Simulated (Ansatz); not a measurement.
Does this entry for ZrS2 lie near equilibrium?

The cell is a computed structure from the Materials Project (it need not be an observed phase), taken as it stands.

```cif
data_structure
_symmetry_space_group_name_H-M 'P 1'
_symmetry_Int_Tables_number 1
_cell_length_a 3.6914
_cell_length_b 3.6914
_cell_length_c 6.0411
_cell_angle_alpha 90.000
_cell_angle_beta 90.000
_cell_angle_gamma 120.000
_cell_volume 71.29
loop_
_atom_site_label
_atom_site_type_symbol
_atom_site_fract_x
_atom_site_fract_y
_atom_site_fract_z
_atom_site_occupancy
Zr1 Zr 0.00000 0.00000 0.00000 1
S2 S 0.66667 0.33333 0.76209 1
S3 S 0.33333 0.66667 0.23791 1
```

Sites (sets of like atoms) are named by element and the number of their first atom in this list.

All values are calculated (Ansatz; DFT, PBE, plane waves and PAW, scalar-relativistic, 420 eV cutoff, Γ-centred 10×10×6 k-points, Fermi–Dirac smearing 0.01 eV), not measured.

(1) Do the atoms and the cell lie near the calculated equilibrium?

## Answers

(1) Yes. The largest force is 0.046 eV/Å, on atom 2 (S: 3 Zr at 2.57 Å), and the pressure is 0.5 GPa.
